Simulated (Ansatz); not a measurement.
HfO2 under strain: Coordination and ¹⁷O quadrupole coupling

Cell: a structure deposited in the COD, relaxed with PBE at fixed cell and then changed (z compressed by 2 %, ions relaxed).

```cif
data_structure
_symmetry_space_group_name_H-M 'P 1'
_symmetry_Int_Tables_number 1
_cell_length_a 5.0598
_cell_length_b 10.0172
_cell_length_c 5.1230
_cell_angle_alpha 90.000
_cell_angle_beta 90.000
_cell_angle_gamma 90.000
_cell_volume 259.66
loop_
_atom_site_label
_atom_site_type_symbol
_atom_site_fract_x
_atom_site_fract_y
_atom_site_fract_z
_atom_site_occupancy
Hf1 Hf 0.74482 0.88439 0.96580 1
Hf2 Hf 0.24482 0.61561 0.03420 1
Hf3 Hf 0.25518 0.38439 0.53420 1
Hf4 Hf 0.75518 0.11561 0.46580 1
Hf5 Hf 0.25518 0.11561 0.03420 1
Hf6 Hf 0.75518 0.38439 0.96580 1
Hf7 Hf 0.74482 0.61561 0.46580 1
Hf8 Hf 0.24482 0.88439 0.53420 1
O9 O 0.86980 0.79153 0.62130 1
O10 O 0.36980 0.70847 0.37870 1
O11 O 0.13020 0.29153 0.87870 1
O12 O 0.63020 0.20847 0.12130 1
O13 O 0.13020 0.20847 0.37870 1
O14 O 0.63020 0.29153 0.62130 1
O15 O 0.86980 0.70847 0.12130 1
O16 O 0.36980 0.79153 0.87870 1
O17 O 0.50272 0.97642 0.26136 1
O18 O 0.00272 0.52358 0.73864 1
O19 O 0.49728 0.47642 0.23864 1
O20 O 0.99728 0.02358 0.76136 1
O21 O 0.49728 0.02358 0.73864 1
O22 O 0.99728 0.47642 0.26136 1
O23 O 0.50272 0.52358 0.76136 1
O24 O 0.00272 0.97642 0.23864 1
```

Atoms are numbered from 1 in the order listed; like atoms form one site, named after its first atom.

Method: Kohn–Sham DFT in Ansatz, PBE, plane waves and PAW, scalar-relativistic, 420 eV cutoff, Γ-centred 5×3×5 k-points, Fermi–Dirac smearing 0.02 eV.

Q(¹⁷O) = -25.58 mb.

Question: Order the O environments from the weakest to the strongest quadrupole coupling.
A. O17: 4 Hf at 2.12–2.21 Å
B. O9: 3 Hf at 2.03–2.16 Å; also 2 Hf at 3.33–3.34 Å

Answer: A (0.781 MHz, η = 0.85), B (1.76 MHz, η = 0.58).

Like point charges on the first shell alone (each adding as 1/d³) would give the same order.

Without spin–orbit coupling the gradients at and beside Hf can be off by some per cent, at some sites by more. At this changed cell the PBE pressure is 11 GPa.
